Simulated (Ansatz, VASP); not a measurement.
CuAu in VASP and in Ansatz

```xyz
2
Lattice="2.8920 0.0000 0.0000 0.0000 2.8920 0.0000 0.0000 0.0000 3.5876" Properties=species:S:1:pos:R:3 pbc="T T T"
Cu    1.4460    1.4460    1.7938
Au    0.0000    0.0000    0.0000
```

Alike in both runs: task relaxation of cell and atoms; functional PBE; dispersion D3(BJ); k mesh 14 × 14 × 12; occupations gaussian, width 0.1 eV; no spin polarisation.

|  | VASP | Ansatz |
| --- | --- | --- |
| version | VASP 6.6.1 | Ansatz 0.2.0 |
| potentials or method | VASP PAW PBE potentials, release 64 (Cu, Au) | scalar-relativistic, plane waves, PAW |
| plane-wave cutoff (eV) | 600 | 420 |
| valence electrons in the cell | 22 | 38 |

```tsv
	VASP	Ansatz	Ansatz less VASP
gap on the k mesh at the Fermi level, each at its own relaxed structure (eV)	none	none	-
relaxed volume (Å³/atom)	14.35	14.33	-0.017
relaxed cell length with the largest relative difference (Å)	3.535	3.530	-0.0053
energy change over the relaxation (meV/atom)	-14	-15	-0.3
```

A gap of «none» marks a metal or a gap that the smearing closes. The two sets of potentials don't hold the same shells in valence.

Caveats: pairwise dispersion overbinds metals, which lowers pressure and volume. The runs have no spin-orbit coupling, so splittings on Au are missing.
